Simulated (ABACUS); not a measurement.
# Be under changes of volume

One of the cells (7.871 Å³/atom); the others are scaled copies at fixed shape and fractional positions:

```xyz
1
Lattice="-1.2531 1.2531 1.2531 1.2531 -1.2531 1.2531 1.2531 1.2531 -1.2531" Properties=species:S:1:pos:R:3 pbc="T T T"
Be    0.0000    0.0000    0.0000
```

This isn't the form of Be at room conditions, which is hcp.

- Program: ABACUS 3.10.1
- Functional: PBE
- Potentials or basis: PseudoDojo NC SR 0.4.1 PBE standard
- Cutoff: 1361 eV
- Density cutoff: 5442 eV
- Basis: DZP LCAO (the cutoffs set its grid)
- k mesh: 15 × 15 × 15
- Occupations: fermi-dirac, width 0.05 eV
- Spin: no spin polarisation

| volume (Å³/atom) | energy over the lowest point (meV/atom) | pressure (GPa) |
| --- | --- | --- |
| 7.399 | 12.94 | 9.3 |
| 7.556 | 5.54 | 5.9 |
| 7.714 | 1.29 | 2.8 |
| 7.871 | 0.00 | -0.1 |
| 8.029 | ? | ? |
| 8.186 | 5.17 | -5.0 |
| 8.343 | 11.21 | -7.2 |

Question: What does the run at 8.029 Å³/atom give?

Answer: Energy over the lowest point 1.36 meV/atom; pressure -2.6 GPa.

Worked out: A Birch-Murnaghan fit of order 3 (a polynomial in V^(-2/3)) to the other rows has its minimum at 7.87 Å³/atom with B0 = V·E''(V) = 136 GPa and B' = 3.4. It gives 1.37 meV/atom at 8.029 Å³/atom, against the run's 1.36, and -dE/dV = -2.7 GPa, against -2.6.

Energies are extrapolated to zero smearing.

Caveats: the atomic orbitals were generated for these runs and aren't a published set; the basis of atomic orbitals isn't converged, which shifts pressures, moduli and gaps.
